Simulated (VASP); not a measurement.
# Sn (Fd-3m) in VASP: notebook

Aim: see how the results for Sn move with the level of theory and the settings. Levels: PBEsol, PBE, vdW-DF-cx, vdW-DF2. Tasks: relaxation of cell and atoms, single point.

Program: VASP 6.6.1. These are calculated values, not measurements. Logs are shortened: lines on timing, memory, paths and dates and some standing lists are left out, and cuts for length are marked.

**1. The structure**

The structure is cubic, space group Fd-3m (No. 227). Conventional cell: a = 6.467 Å, b = 6.467 Å, c = 6.467 Å, α = 90.00°, β = 90.00°, γ = 90.00°. Sn (site symmetry -43m) is surrounded by 4 Sn at 2.80 Å.

This isn't the form of Sn at room conditions, which is tetragonal (white tin).

**2. Relaxation of cell and atoms, PBEsol**

The input, INCAR:

```
SYSTEM = Sn
PREC     = Accurate       ! precision mode
ENCUT    = 600            ! plane-wave cutoff, eV
EDIFF    = 1E-6           ! SCF threshold, eV
ISMEAR   = -1             ! smearing method
SIGMA    = 0.05           ! smearing width, eV
LREAL    = .FALSE.        ! projectors in reciprocal space
LASPH    = .TRUE.         ! aspherical terms in the spheres
NELM     = 60             ! most SCF steps
ALGO     = Fast           ! electronic algorithm
ISIF     = 3              ! what is computed and relaxed
LWAVE    = .FALSE.        ! write WAVECAR
LCHARG   = .FALSE.        ! write CHGCAR
GGA      = PS             ! functional
IBRION   = 2              ! ionic algorithm
NSW      = 40             ! ionic steps
EDIFFG   = -0.01          ! ionic threshold
```

The input, KPOINTS:

```
Automatic mesh
0
G
  6 6 6
  0 0 0
```

The input, POSCAR:

```
Sn
1.0
    0.0000000000      3.2333428000      3.2333428000
    3.2333428000      0.0000000000      3.2333428000
    3.2333428000      3.2333428000      0.0000000000
Sn
2
Direct
    0.7500000000      0.7500000000      0.7500000000
    0.5000000000      0.5000000000      0.5000000000
```

Potentials or basis: VASP PAW PBE potentials, release 64 (Sn_d).

The run is started by

```sh
$ cat potpaw_PBE.64/Sn_d/POTCAR > POTCAR
$ mpirun -np 1 vasp_std > vasp.out
```

OUTCAR:

```text
SYSTEM = Sn
   PREC = Accurate
   ENCUT = 600
   EDIFF = 1E-6
   ISMEAR = -1
   LREAL = .FALSE.
   LASPH = .TRUE.
   NELM = 60
   ISIF = 3
   GGA = PS
   IBRION = 2
   NSW = 40
   EDIFFG = -0.01

 ion  position               nearest neighbor table
   1  0.750  0.750  0.750-   2 2.80   2 2.80   2 2.80   2 2.80
   2  0.500  0.500  0.500-   1 2.80   1 2.80   1 2.80   1 2.80

  LATTYP: Found a face centered cubic cell.
 ALAT       =     6.4666856000

  Lattice vectors:

 A1 = (   0.0000000000,   3.2333428000,   3.2333428000)
 A2 = (   3.2333428000,   0.0000000000,   3.2333428000)
 A3 = (   3.2333428000,   3.2333428000,   0.0000000000)

Analysis of symmetry for initial positions (statically):
=====================================================================
 Subroutine PRICEL returns:
 Original cell was already a primitive cell.

 Routine SETGRP: Setting up the symmetry group for a
 face centered cubic supercell.

 Subroutine GETGRP returns: Found 48 space group operations
 (whereof 24 operations were pure point group operations)
 out of a pool of 48 trial point group operations.

The static configuration has the point symmetry T_d .
 The point group associated with its full space group is O_h .

Analysis of symmetry for dynamics (positions and initial velocities):
=====================================================================
 Subroutine PRICEL returns:
 Original cell was already a primitive cell.

 Routine SETGRP: Setting up the symmetry group for a
 face centered cubic supercell.

 Subroutine GETGRP returns: Found 48 space group operations
 (whereof 24 operations were pure point group operations)
 out of a pool of 48 trial point group operations.

The dynamic configuration has the point symmetry T_d .
 The point group associated with its full space group is O_h .

 Subroutine INISYM returns: Found 48 space group operations
 (whereof 24 operations are pure point group operations),
 and found     1 'primitive' translations

----------------------------------------------------------------------------------------

                                     Primitive cell

  volume of cell :      67.6060

  direct lattice vectors                    reciprocal lattice vectors
     0.000000000  3.233342800  3.233342800    -0.154638723  0.154638723  0.154638723
     3.233342800  0.000000000  3.233342800     0.154638723 -0.154638723  0.154638723
     3.233342800  3.233342800  0.000000000     0.154638723  0.154638723 -0.154638723

  length of vectors
     4.572637240  4.572637240  4.572637240     0.267842124  0.267842124  0.267842124

  position of ions in fractional coordinates (direct lattice)
     0.750000000  0.750000000  0.750000000
     0.500000000  0.500000000  0.500000000

  ion indices of the primitive-cell ions
   primitive index   ion index
                 1           1
                 2           2

----------------------------------------------------------------------------------------

 KPOINTS: Automatic mesh

Automatic generation of k-mesh.
 Grid dimensions read from file:
 generate k-points for:    6    6    6

 Generating k-lattice:

  Cartesian coordinates                     Fractional coordinates (reciprocal lattice)
    -0.025773120  0.025773120  0.025773120     0.166666667  0.000000000  0.000000000
     0.025773120 -0.025773120  0.025773120     0.000000000  0.166666667  0.000000000
     0.025773120  0.025773120 -0.025773120     0.000000000  0.000000000  0.166666667

  Length of vectors
     0.044640354  0.044640354  0.044640354

  Shift w.r.t. Gamma in fractional coordinates (k-lattice)
     0.000000000  0.000000000  0.000000000

 Subroutine IBZKPT returns following result:
 ===========================================

 Found     16 irreducible k-points:

 Following reciprocal coordinates:
            Coordinates               Weight
  0.000000  0.000000  0.000000      1.000000
  0.166667  0.000000  0.000000      8.000000
  0.333333  0.000000  0.000000      8.000000
  0.500000  0.000000  0.000000      4.000000
  0.166667  0.166667  0.000000      6.000000
  0.333333  0.166667  0.000000     24.000000
[... 8 lines left out ...]
 -0.333333  0.333333  0.166667     24.000000
 -0.333333  0.500000  0.166667     12.000000
   k-points           NKPTS =     16   k-points in BZ     NKDIM =     16   number of bands    NBANDS=     18
   number of dos      NEDOS =    301   number of ions     NIONS =      2
   total plane-waves  NPLWV =  64000
   dimension x,y,z NGX =    40 NGY =   40 NGZ =   40
   dimension x,y,z NGXF=    80 NGYF=   80 NGZF=   80
   ions per type =               2
   NGX,Y,Z   is equivalent  to a cutoff of  14.54, 14.54, 14.54 a.u.
   NGXF,Y,Z  is equivalent  to a cutoff of  29.09, 29.09, 29.09 a.u.
 SYSTEM =  Sn
   PREC   = accura    normal or accurate (medium, high low for compatibility)
   ISTART =      0    job   : 0-new  1-cont  2-samecut
   ICHARG =      2    charge: 1-file 2-atom 10-const
   ISPIN  =      1    spin polarized calculation?
   LNONCOLLINEAR =      F non collinear calculations
   LSORBIT =      F    spin-orbit coupling
   LASPH  =      T    aspherical Exc in radial PAW
   ENCUT  =  600.0 eV  44.10 Ry    6.64 a.u.   9.13  9.13  9.13*2*pi/ulx,y,z
   NELM   =     60;   NELMIN=  2; NELMDL= -5     # of ELM steps
   EDIFF  = 0.1E-05   stopping-criterion for ELM
   LREAL  =      F    real-space projection
   EDIFFG = -.1E-01   stopping-criterion for IOM
   NSW    =     40    number of steps for IOM
   IBRION =      2    ionic relax: 0-MD 1-quasi-New 2-CG
   NFREE  =      1    steps in history (QN), initial steepest desc. (CG)
   ISIF   =      3    stress and relaxation
   ISYM   =      2    0-nonsym 1-usesym 2-fastsym
   POTIM  = 0.5000    time-step for ionic-motion
   TEBEG  =    0.0;   TEEND  =   0.0 temperature during run
   PSTRESS=    0.0 pullay stress
   NELECT =      28.0000    total number of electrons
   NUPDOWN=      -1.0000    fix difference up-down
   EMIN   =  10.00;   EMAX   =-10.00  energy-range for DOS
   EFERMI =   0.00;   METHOD = LEGACY
   ISMEAR =    -1;   SIGMA  =   0.05  broadening in eV -4-tet -1-fermi 0-gaus
   EFERMI_NEDOS =   21; number of points for ismear=-14 and -15
   IALGO  =     68    algorithm
   IMIX   =      4    mixing-type and parameters
     AMIX     =   0.40;   BMIX     =  1.00
     AMIX_MAG =   1.60;   BMIX_MAG =  1.00
  volume/ion in A,a.u.               =      33.80       228.11
  Fermi-wavevector in a.u.,A,eV,Ry     =   1.220298  2.306028 20.260793  1.489126
  Thomas-Fermi vector in A             =   2.355520
   LORBIT       =      0    0 simple, 1 ext, 2 COOP (PROOUT), +10 PAW based schemes
   GGA     = PS    functional components
   LHFCALC =     F    Hartree Fock is set to
   AEXX    =    0.0000 exact exchange contribution
   IVDW    =     0    specifies the selected vdW correction
   LEPSILON=     F    determine dielectric tensor
   LRPA    =     F    only Hartree local field effects (RPA)
 conjugate gradient relaxation of ions
 non-spin polarized calculation
 RMM-DIIS sequential band-by-band and
  energy-cutoff  :      600.00
  volume of cell :       67.61
 maximum number of plane-waves:      2285
 NGX is ok and might be reduce to    40
   NGX = 19   NGY = 19   NGZ = 19

--------------------------------------- Ionic step        1  -------------------------------------------

 number of electron      28.0000005 magnetization

 Free energy of the ion-electron system (eV)
  ---------------------------------------------------
  ext. energy  EPLUGINS =         0.00000000
  ---------------------------------------------------
  free energy    TOTEN  =        -8.42063289 eV

  energy without entropy =       -8.41857397  energy(sigma->0) =       -8.41960343

------------------------ aborting loop because EDIFF is reached ----------------------------------------

  FORCE on cell =-STRESS in cart. coord.  units (eV):
  Direction    XX          YY          ZZ          XY          YZ          ZX
  --------------------------------------------------------------------------------------
  -------------------------------------------------------------------------------------
  Total        0.6598689      0.6598689      0.6598689     -0.0000000      0.0000000     -0.0000000
  in kB       15.6380651     15.6380651     15.6380651     -0.0000000      0.0000000     -0.0000000
  external PRESSURE =      15.6380651 kB  Pullay stress =       0.0000000 kB

 VOLUME and BASIS-vectors are now :
 -----------------------------------------------------------------------------
  energy-cutoff  :      600.00
  volume of cell :       67.61
      direct lattice vectors                 reciprocal lattice vectors
     0.000000000  3.233342800  3.233342800    -0.154638723  0.154638723  0.154638723
     3.233342800  0.000000000  3.233342800     0.154638723 -0.154638723  0.154638723
     3.233342800  3.233342800  0.000000000     0.154638723  0.154638723 -0.154638723
[... 109 lines left out ...]
 POSITION                                       TOTAL-FORCE (eV/Angst)
 -----------------------------------------------------------------------------------
      4.90367      4.90367      4.90367        -0.000000      0.000000      0.000000
      3.26911      3.26911      3.26911         0.000000      0.000000     -0.000000
 -----------------------------------------------------------------------------------
    total drift:                               -0.000000     -0.000000      0.000000

  FREE ENERGIE OF THE ION-ELECTRON SYSTEM (eV)
  ---------------------------------------------------
  free  energy   TOTEN  =        -8.4318275640 eV

  energy  without entropy=       -8.4295320496  energy(sigma->0) =       -8.43067981

--------------------------------------- Ionic step        5  -------------------------------------------

 number of electron      28.0000003 magnetization

 Free energy of the ion-electron system (eV)
  ---------------------------------------------------
  ext. energy  EPLUGINS =         0.00000000
  ---------------------------------------------------
  free energy    TOTEN  =        -8.43184310 eV

  energy without entropy =       -8.42953490  energy(sigma->0) =       -8.43068900

 E-fermi :   5.1398     XC(G=0):  -8.9594

 val. band max:        4.9096750370   @ k =   0.1667   0.0000   0.0000
 cond. band min:       5.1453172045   @ k =   0.5000   0.0000   0.0000
 fundamental gap:      0.2356421675
 Fermi energy:         5.1397603206

 k-point     1 :       0.0000    0.0000    0.0000
  band No.  band energies     occupation
      1     -16.2987      2.00000
      2     -16.2987      2.00000
      3     -16.2987      2.00000
      4     -16.2417      2.00000
      5     -16.2417      2.00000
      6     -15.9484      2.00000
[... 10 lines left out ...]
     17       7.3972      0.00000
     18       7.3972      0.00000
[... 335 lines left out ...]
 POSITION                                       TOTAL-FORCE (eV/Angst)
 -----------------------------------------------------------------------------------
      4.90502      4.90502      4.90502        -0.000000      0.000000      0.000000
      3.27001      3.27001      3.27001         0.000000     -0.000000     -0.000000
 -----------------------------------------------------------------------------------
    total drift:                               -0.000000     -0.000000      0.000000

  FREE ENERGIE OF THE ION-ELECTRON SYSTEM (eV)
  ---------------------------------------------------
  free  energy   TOTEN  =        -8.4318431012 eV

  energy  without entropy=       -8.4295349014  energy(sigma->0) =       -8.43068900

 reached required accuracy - stopping structural energy minimisation
```

Run time: 93 s. Hardware: 1 thread of Intel Xeon Platinum 8259CL at 2.50GHz (Skylake/Cascade Lake), shared host; peak memory 0.24 GiB.

What came out:

```yaml
Free_energy: -8.4318 eV
Relaxed_volume: 34.97 Å³/atom
Relaxed_cell: a = 4.624 Å, b = 4.624 Å, c = 4.624 Å, α = 60.00°, β = 60.00°, γ = 60.00°
Space_group_after_relaxing_to_0.05_Å: Fd-3m (No. 227)
Energy_gained_by_relaxing: 5.6 meV/atom
Ionic_steps: 5
Pressure_after_relaxing: 0.0 GPa
Band_gap_on_the_k_mesh: none (metal or under the smearing width)
```

The path:
```tsv
step	energy change (eV)	largest force (eV/Å)	pressure (GPa)	volume (Å³)
1	0.0000	0.0000	1.56	67.61
2	-0.0097	0.0000	-0.49	70.89
3	-0.0112	0.0000	-0.07	69.98
4	-0.0112	0.0000	0.09	69.87
5	-0.0112	0.0000	-0.04	69.93
```

Final structure:
```
Sn
1.0
     0.00000    3.27001    3.27001
     3.27001    0.00000    3.27001
     3.27001    3.27001    0.00000
Sn
2
Direct
  0.75000 0.75000 0.75000
  0.50000 0.50000 0.50000
```

Levels at points of the mesh, in eV from the Fermi level:
```
           k point  band 10  band 11  band 12  band 13  band 14  band 15  band 16  band 17  band 18
(0.00, 0.00, 0.00)   -21.08   -10.36    -0.74     0.20     0.20     0.20     2.26     2.26     2.26
(0.50, 0.00, 0.00)   -21.04    -8.78    -6.12    -0.97    -0.97     0.01     3.31     3.31     5.65
(0.50, 0.50, 0.00)   -21.02    -7.34    -7.34    -2.28    -2.28     0.90     0.90     7.67     7.67
```

Caveat: the PAW data sets were made with another functional, which shifts forces and pressure a little.

**3. Relaxation of cell and atoms, PBE**

The input, INCAR:

```
ALGO = Normal ; EDIFF = 1E-7
EDIFFG = -0.005 ; ENCUT = 600
GGA = PE ; IBRION = 2
ISIF = 3 ; ISMEAR = -1
LASPH = True ; LCHARG = False
LREAL = False ; LWAVE = False
NELM = 100 ; NSW = 40
PREC = Accurate ; SIGMA = 0.05
```

The input, KPOINTS:

```
k-points
0
Gamma
  6 6 6
```

POSCAR is that of step 2.

Potentials or basis: VASP PAW PBE potentials, release 64 (Sn_d).

The run is started by

```sh
$ cat potpaw_PBE.64/Sn_d/POTCAR > POTCAR
$ mpirun -np 1 vasp_std > vasp.out
```

It took 65 s on 1 thread of Intel Xeon Platinum 8488C (Sapphire Rapids), shared host; peak memory 0.24 GiB.

The run converged. Its results:

```
Free energy                            : -7.6608 eV
Relaxed volume                         : 36.85 Å³/atom
Relaxed cell                           : a = 4.706 Å, b = 4.706 Å, c = 4.706 Å, α = 60.00°, β = 60.00°, γ = 60.00°
Space group after relaxing (to 0.05 Å) : Fd-3m (No. 227)
Energy gained by relaxing              : 33.8 meV/atom
Ionic steps                            : 3
Pressure after relaxing                : 0.0 GPa
Band gap on the k mesh                 : none (metal or under the smearing width)
```

The path:
```
step  energy change (eV)  largest force (eV/Å)  pressure (GPa)  volume (Å³)
   1              0.0000                0.0000            3.85        67.61
   2             -0.0610                0.0000           -0.94        75.87
   3             -0.0675                0.0000            0.02        73.71
```

Final structure:
```yaml
crystal:
  lattice:
    - [0.00000, 3.32783, 3.32783]
    - [3.32783, 0.00000, 3.32783]
    - [3.32783, 3.32783, 0.00000]
  atoms:
    - { symbol: Sn, position: [0.75000, 0.75000, 0.75000] }
    - { symbol: Sn, position: [0.50000, 0.50000, 0.50000] }
```

Levels at points of the mesh, in eV from the Fermi level:
| k point | band 10 | band 11 | band 12 | band 13 | band 14 | band 15 | band 16 | band 17 | band 18 |
| --- | --- | --- | --- | --- | --- | --- | --- | --- | --- |
| (0.00, 0.00, 0.00) | -21.11 | -9.98 | -1.01 | 0.22 | 0.22 | 0.22 | 2.28 | 2.28 | 2.28 |
| (0.50, 0.00, 0.00) | -21.07 | -8.51 | -5.90 | -0.87 | -0.87 | -0.01 | 3.33 | 3.33 | 5.83 |
| (0.50, 0.50, 0.00) | -21.05 | -7.13 | -7.13 | -2.09 | -2.09 | 1.04 | 1.04 | 7.39 | 7.39 |

PBE usually gives volumes a little too large and moduli too small. Zero-point motion and thermal expansion aren't in these numbers.

**4. Single point, PBE**

The input, INCAR:

```
PREC = Accurate
ENCUT = 520
EDIFF = 1E-7
ISMEAR = 0
SIGMA = 0.013000000000000001
LREAL = F
LASPH = T
NELM = 100
ALGO = Normal
ISIF = 2
LWAVE = F
LCHARG = T
GGA = PE
LELF = T
LVHAR = T
```

The input, KPOINTS:

```
regular mesh
0
Gamma
  7 7 7
```

POSCAR is that of step 3.

The run is started by

```sh
$ cat potpaw_PBE.64/Sn_d/POTCAR > POTCAR
$ mpirun -np 1 vasp_std > vasp.out
```

Run time: 13 s. Hardware: 1 thread of Intel Xeon 6975P-C (Granite Rapids), shared host; peak memory 0.2 GiB.

The run converged. Its results:

```
Free energy            : -7.6097 eV
Pressure               : 3.8 GPa
Band gap on the k mesh : none (metal or under the smearing width)
```

Levels at points of the mesh, in eV from the Fermi level:
| k point | band 12 | band 13 | band 14 | band 15 | band 16 | band 17 |
| --- | --- | --- | --- | --- | --- | --- |
| (0.00, 0.00, 0.00) | -0.60 | 0.05 | 0.05 | 0.05 | 2.12 | 2.12 |

(Continued in part 2 of 2.)
